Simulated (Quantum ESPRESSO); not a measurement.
# KBr (Fm-3m) in Quantum ESPRESSO: further runs, part 3 of 4

Quantum ESPRESSO 7.5. Earlier steps stand in the parts before.

## Step 5: Phonons, PBE

The input, pw.in:

```
&CONTROL
  calculation = 'scf'
  prefix = 'pwscf'
  outdir = './tmp'
  pseudo_dir = './pseudo'
  tprnfor = .true.
  tstress = .true.
  disk_io = 'low'
/
&SYSTEM
  ibrav = 0
  nat = 2
  ntyp = 2
  ecutwfc = 74
  nbnd = 14
  occupations = 'smearing'
  smearing = 'fd'
  degauss = 0.00367493
/
&ELECTRONS
  conv_thr = 4d-10
  electron_maxstep = 120
  mixing_beta = 0.5
/
ATOMIC_SPECIES
Br    79.9040 Br.upf
K     39.0983 K.upf
CELL_PARAMETERS angstrom
   0.0000000000    3.3000000000    3.3000000000
   3.3000000000    0.0000000000    3.3000000000
   3.3000000000    3.3000000000    0.0000000000
ATOMIC_POSITIONS crystal
Br     0.5000000000    0.5000000000    0.5000000000
K      0.0000000000    0.0000000000    0.0000000000
K_POINTS automatic
4 4 4 1 1 1
```

The input, relax.in:

```
&CONTROL
  calculation = 'vc-relax'
  prefix = 'pwscf'
  outdir = './tmp'
  pseudo_dir = './pseudo'
  tprnfor = .true.
  tstress = .true.
  disk_io = 'low'
  nstep = 40
  forc_conv_thr = 0.0001
  etot_conv_thr = 1d-06
/
&SYSTEM
  ibrav = 0
  nat = 2
  ntyp = 2
  ecutwfc = 74
  nbnd = 14
  occupations = 'smearing'
  smearing = 'fd'
  degauss = 0.00367493
/
&ELECTRONS
  conv_thr = 4d-10
  electron_maxstep = 120
  mixing_beta = 0.5
/
&IONS
  ion_dynamics = 'bfgs'
/
&CELL
  cell_dynamics = 'bfgs'
  press = 0
  press_conv_thr = 0.2
/
ATOMIC_SPECIES
Br    79.9040 Br.upf
K     39.0983 K.upf
CELL_PARAMETERS angstrom
   0.0000000000    3.3000000000    3.3000000000
   3.3000000000    0.0000000000    3.3000000000
   3.3000000000    3.3000000000    0.0000000000
ATOMIC_POSITIONS crystal
Br     0.5000000000    0.5000000000    0.5000000000
K      0.0000000000    0.0000000000    0.0000000000
K_POINTS automatic
4 4 4 1 1 1
```

The input, scf2.in:

```
&CONTROL
  calculation = 'scf'
  prefix = 'pwscf'
  outdir = './tmp'
  pseudo_dir = './pseudo'
  tprnfor = .true.
  tstress = .true.
  disk_io = 'low'
/
&SYSTEM
  ibrav = 0
  nat = 2
  ntyp = 2
  ecutwfc = 74
  nbnd = 14
  occupations = 'fixed'
/
&ELECTRONS
  conv_thr = 1d-13
  electron_maxstep = 120
  mixing_beta = 0.5
  startingpot = 'file'
  startingwfc = 'file'
/
ATOMIC_SPECIES
Br    79.9040 Br.upf
K     39.0983 K.upf
CELL_PARAMETERS angstrom
   0.0000000000    3.3513474377    3.3513474377
   3.3513474377    0.0000000000    3.3513474377
   3.3513474377    3.3513474377    0.0000000000
ATOMIC_POSITIONS crystal
Br     0.5000000000    0.5000000000    0.5000000000
K      0.0000000000    0.0000000000    0.0000000000
K_POINTS automatic
4 4 4 1 1 1
```

The input, ph.in:

```
phonons of KBr
&INPUTPH
  prefix = 'pwscf'
  outdir = './tmp'
  tr2_ph = 1d-18
  fildyn = 'dyn'
  niter_ph = 90
  alpha_mix(1) = 0.7
/
0.3535533906 0.3535533906 0.3535533906
```

Potentials or basis: PseudoDojo 0.4.1 SR PBE standard.

Command:

```
$ OMP_NUM_THREADS=1 mpirun -n 4 pw.x -nk 2 -in pw.in > pw.out
$ OMP_NUM_THREADS=1 mpirun -n 4 pw.x -nk 2 -in relax.in > relax.out
$ OMP_NUM_THREADS=1 mpirun -n 4 pw.x -nk 2 -in scf2.in > scf2.out
$ OMP_NUM_THREADS=1 mpirun -n 4 ph.x -nk 2 -in ph.in > ph.out
```

pw.out:

```text
This program is part of the open-source Quantum ESPRESSO suite
     for quantum simulation of materials; please cite
[... 6 lines left out ...]
     using ibrav=0 with symmetry is DISCOURAGED, use correct ibrav instead

     K-points division:     npool     =       2
     Subspace diagonalization in iterative solution of the eigenvalue problem:
     a serial algorithm will be used

     --------------------
     sticks:   dense  smooth     PW     G-vecs:    dense   smooth      PW
     Min         792     792    225                20827    20827    3187
     Max         793     793    226                20828    20828    3188
     Sum        1585    1585    451                41655    41655    6375

     Using Slab Decomposition

     bravais-lattice index     =            0
     lattice parameter (alat)  =       8.8192  a.u.
     unit-cell volume          =     485.0298 (a.u.)^3
     number of atoms/cell      =            2
     number of atomic types    =            2
     number of electrons       =        16.00
     number of Kohn-Sham states=           14
     kinetic-energy cutoff     =      74.0000  Ry
     charge density cutoff     =     296.0000  Ry
     scf convergence threshold =      4.0E-10
     mixing beta               =       0.5000
     number of iterations used =            8  plain     mixing
     Exchange-correlation= PBE
                           (   1   4   3   4   0   0   0)

     celldm(1)=   8.819172  celldm(2)=   0.000000  celldm(3)=   0.000000
     celldm(4)=   0.000000  celldm(5)=   0.000000  celldm(6)=   0.000000

[... 8 lines left out ...]
               b(3) = (  0.707107  0.707107 -0.707107 )

     PseudoPot. # 1 for Br read from file:
     Br.upf
     Pseudo is Norm-conserving + core correction, Zval =  7.0
     Generated using ONCVPSP code by D. R. Hamann
     Using radial grid of 1098 points,  6 beta functions with:
                l(1) =   0
                l(2) =   0
                l(3) =   1
                l(4) =   1
                l(5) =   2
                l(6) =   2

     PseudoPot. # 2 for K  read from file:
     K.upf
     Pseudo is Norm-conserving + core correction, Zval =  9.0
     Generated using ONCVPSP code by D. R. Hamann
     Using radial grid of 2222 points,  6 beta functions with:
                l(1) =   0
                l(2) =   0
                l(3) =   1
                l(4) =   1
                l(5) =   2
                l(6) =   2

     atomic species   valence    mass     pseudopotential
     Br                7.00    79.90400     Br( 1.00)
     K                 9.00    39.09830     K ( 1.00)

     48 Sym. Ops., with inversion, found

   Cartesian axes

     site n.     atom                  positions (alat units)
         1        Br     tau(   1) = (   0.7071068   0.7071068   0.7071068  )
         2        K      tau(   2) = (   0.0000000   0.0000000   0.0000000  )

     number of k points=    10  Fermi-Dirac smearing, width (Ry)=  0.0037
                       cart. coord. in units 2pi/alat
        k(    1) = (   0.0883883   0.0883883   0.0883883), wk =   0.0625000
        k(    2) = (   0.2651650   0.2651650  -0.0883883), wk =   0.1875000
        k(    3) = (  -0.2651650  -0.2651650   0.4419417), wk =   0.1875000
        k(    4) = (  -0.0883883  -0.0883883   0.2651650), wk =   0.1875000
        k(    5) = (   0.4419417   0.0883883   0.0883883), wk =   0.1875000
        k(    6) = (  -0.0883883  -0.4419417   0.6187184), wk =   0.3750000
        k(    7) = (   0.0883883  -0.2651650   0.4419417), wk =   0.3750000
        k(    8) = (  -0.6187184   0.0883883   0.0883883), wk =   0.1875000
        k(    9) = (   0.2651650   0.2651650   0.2651650), wk =   0.0625000
        k(   10) = (  -0.2651650  -0.2651650   0.7954951), wk =   0.1875000

     Dense  grid:    41655 G-vectors     FFT dimensions: (  50,  50,  50)

     Initial potential from superposition of free atoms

     starting charge      15.9807, renormalised to      16.0000
     Starting wfcs are    9 randomized atomic wfcs +    5 random wfcs

     Self-consistent Calculation

     iteration #  1     ecut=    74.00 Ry     beta= 0.50
     Davidson diagonalization with overlap
     ethr =  1.00E-02,  avg # of iterations =  6.8

     Threshold (ethr) on eigenvalues was too large:
     Diagonalizing with lowered threshold

     Davidson diagonalization with overlap
     ethr =  2.97E-04,  avg # of iterations =  6.2

     total energy              =     -91.82647713 Ry
     estimated scf accuracy    <       0.04590864 Ry

     iteration #  2     ecut=    74.00 Ry     beta= 0.50
     Davidson diagonalization with overlap
     ethr =  2.87E-04,  avg # of iterations =  2.6

     total energy              =     -91.83571407 Ry
     estimated scf accuracy    <       0.00223915 Ry

     iteration #  3     ecut=    74.00 Ry     beta= 0.50
     Davidson diagonalization with overlap
     ethr =  1.40E-05,  avg # of iterations =  8.7

     total energy              =     -91.83620023 Ry
     estimated scf accuracy    <       0.00055444 Ry

     iteration #  4     ecut=    74.00 Ry     beta= 0.50
     Davidson diagonalization with overlap
     ethr =  3.47E-06,  avg # of iterations =  4.0

     total energy              =     -91.83626792 Ry
     estimated scf accuracy    <       0.00001218 Ry

     iteration #  5     ecut=    74.00 Ry     beta= 0.50
     Davidson diagonalization with overlap
     ethr =  7.61E-08,  avg # of iterations =  2.2

     total energy              =     -91.83627312 Ry
     estimated scf accuracy    <       0.00000105 Ry

     iteration #  6     ecut=    74.00 Ry     beta= 0.50
     Davidson diagonalization with overlap
     ethr =  6.57E-09,  avg # of iterations =  2.7

     total energy              =     -91.83627348 Ry
     estimated scf accuracy    <       0.00000013 Ry

     iteration #  7     ecut=    74.00 Ry     beta= 0.50
     Davidson diagonalization with overlap
     ethr =  8.33E-10,  avg # of iterations =  2.3

     total energy              =     -91.83627351 Ry
     estimated scf accuracy    <          8.0E-09 Ry

     iteration #  8     ecut=    74.00 Ry     beta= 0.50
     Davidson diagonalization with overlap
     ethr =  5.01E-11,  avg # of iterations =  3.5

     total energy              =     -91.83627351 Ry
     estimated scf accuracy    <          2.6E-09 Ry

     iteration #  9     ecut=    74.00 Ry     beta= 0.50
     Davidson diagonalization with overlap
     ethr =  1.60E-11,  avg # of iterations =  2.0

     End of self-consistent calculation

          k = 0.0884 0.0884 0.0884 (  5155 PWs)   bands (ev):

   -26.6611 -11.2086 -10.1397 -10.1397 -10.0981   0.8936   1.0641   1.0641
     5.9441   8.6227   8.9089   8.9089   9.7451   9.7451

          k = 0.2652 0.2652-0.0884 (  5213 PWs)   bands (ev):

   -26.6579 -11.2888 -10.1574 -10.1400  -9.9764   0.2904   0.8657   0.8707
     7.2946   8.5075   9.5775  10.0470  10.3999  10.9372

          k =-0.2652-0.2652 0.4419 (  5217 PWs)   bands (ev):

   -26.6561 -11.3220 -10.1543 -10.1489  -9.9280   0.0309   0.7325   0.7903
     7.8370   9.1041  10.4873  10.8182  10.9388  11.1672

          k =-0.0884-0.0884 0.2652 (  5203 PWs)   bands (ev):

   -26.6592 -11.2479 -10.1485 -10.1460 -10.0343   0.5157   0.9572   0.9807
     6.7112   8.1456   9.5525   9.6229   9.9740  10.4471

          k = 0.4419 0.0884 0.0884 (  5215 PWs)   bands (ev):

   -26.6567 -11.2200 -10.1636 -10.1612 -10.0547   0.2890   0.8325   0.8822
     7.5129   7.7521  10.2767  10.6370  10.7682  10.8678

          k =-0.0884-0.4419 0.6187 (  5221 PWs)   bands (ev):

   -26.6549 -11.1952 -10.1988 -10.1787 -10.0435   0.3586   0.5754   0.7266
     7.9581   8.9695   9.4796  10.3679  11.2788  11.5586

          k = 0.0884-0.2652 0.4419 (  5217 PWs)   bands (ev):

   -26.6561 -11.2695 -10.1723 -10.1531  -9.9840   0.1971   0.7230   0.7915
     7.9453   8.4500  10.0693  10.5319  10.8657  11.2237

          k =-0.6187 0.0884 0.0884 (  5225 PWs)   bands (ev):

   -26.6549 -11.1313 -10.2076 -10.1703 -10.1322   0.3167   0.7372   0.8244
     7.2354   8.4771  10.1746  10.5799  10.8948  11.6478

          k = 0.2652 0.2652 0.2652 (  5225 PWs)   bands (ev):

   -26.6571 -11.3326 -10.1436 -10.1436  -9.9239   0.0773   0.8289   0.8289
     7.4924   9.0139  10.1814  10.1814  11.0119  11.0119

          k =-0.2652-0.2652 0.7955 (  5219 PWs)   bands (ev):

   -26.6554 -11.2604 -10.1882 -10.1527  -9.9844   0.2086   0.5963   0.7718
     8.1588   9.0120   9.8192  10.4837  10.7271  11.7394

     the Fermi energy is     2.3893 ev

!    total energy              =     -91.83627351 Ry
     estimated scf accuracy    <          3.6E-11 Ry
     smearing contrib. (-TS)   =      -0.00000000 Ry
     internal energy E=F+TS    =     -91.83627351 Ry

     The total energy is F=E-TS. E is the sum of the following terms:
     one-electron contribution =     -29.06537926 Ry
     hartree contribution      =      19.28291930 Ry
     xc contribution           =     -23.25593839 Ry
     ewald contribution        =     -58.79787517 Ry

     convergence has been achieved in   9 iterations

     Forces acting on atoms (cartesian axes, Ry/au):

     atom    1 type  1   force =    -0.00000000   -0.00000000    0.00000000
     atom    2 type  2   force =     0.00000000    0.00000000   -0.00000000

     Total force =     0.000000     Total SCF correction =     0.000000

     Computing stress (Cartesian axis) and pressure

          total   stress  (Ry/bohr**3)                   (kbar)     P=        7.02
   0.00004773  -0.00000000  -0.00000000            7.02       -0.00       -0.00
  -0.00000000   0.00004773  -0.00000000           -0.00        7.02       -0.00
  -0.00000000  -0.00000000   0.00004773           -0.00       -0.00        7.02

=------------------------------------------------------------------------------=
   JOB DONE.
=------------------------------------------------------------------------------=
```

Run time: 3 min. Hardware: 4 MPI ranks of Arm Neoverse V2, shared host; peak memory 0.36 GiB.

What came out:

| Property | Result |
| --- | --- |
| Free energy | -1249.5034 eV |
| Relaxed volume | 37.64 Å³/atom |
| Relaxed cell | a = 4.740 Å, b = 4.740 Å, c = 4.740 Å, α = 60.00°, β = 60.00°, γ = 60.00° |
| Space group after relaxing (to 0.05 Å) | Fm-3m (No. 225) |
| Pressure after relaxing | 0.0 GPa |
| Highest phonon frequency at the q point run | 135 cm⁻¹ |

The path:
```csv
step,energy change (eV),largest force (eV/Å),pressure (GPa),volume (Å³)
1,0.0000,0.0000,0.70,71.87
2,-0.0011,0.0000,0.64,72.13
3,-0.0022,0.0000,0.58,72.42
4,-0.0036,0.0000,0.48,72.84
5,-0.0052,0.0000,0.35,73.49
6,-0.0068,0.0000,0.15,74.46
7,-0.0071,0.0000,0.01,75.25
8,-0.0071,0.0000,0.00,75.28
```

Final structure:
```yaml
crystal:
  lattice:
    - [0.00000, 3.35135, 3.35135]
    - [3.35135, 0.00000, 3.35135]
    - [3.35135, 3.35135, 0.00000]
  atoms:
    - { symbol: Br, position: [0.50000, 0.50000, 0.50000] }
    - { symbol: K, position: [0.00000, 0.00000, 0.00000] }
```

Phonon frequencies in cm⁻¹ (negative: imaginary):
| q point | frequencies |
| --- | --- |
| (0.500, 0.500, 0.500) | 63 63 86 86 88 135 |

Phonon modes at q = (0.500, 0.500, 0.500) in reciprocal lattice units:
| mode | symmetry | cm⁻¹ |
| --- | --- | --- |
| 1 | E_g | 63 |
| 2 | E_g | 63 |
| 3 | E_u | 86 |
| 4 | E_u | 86 |
| 5 | A_1g | 88 |
| 6 | A_2u | 135 |

(Part 3 of 4 ends here.)
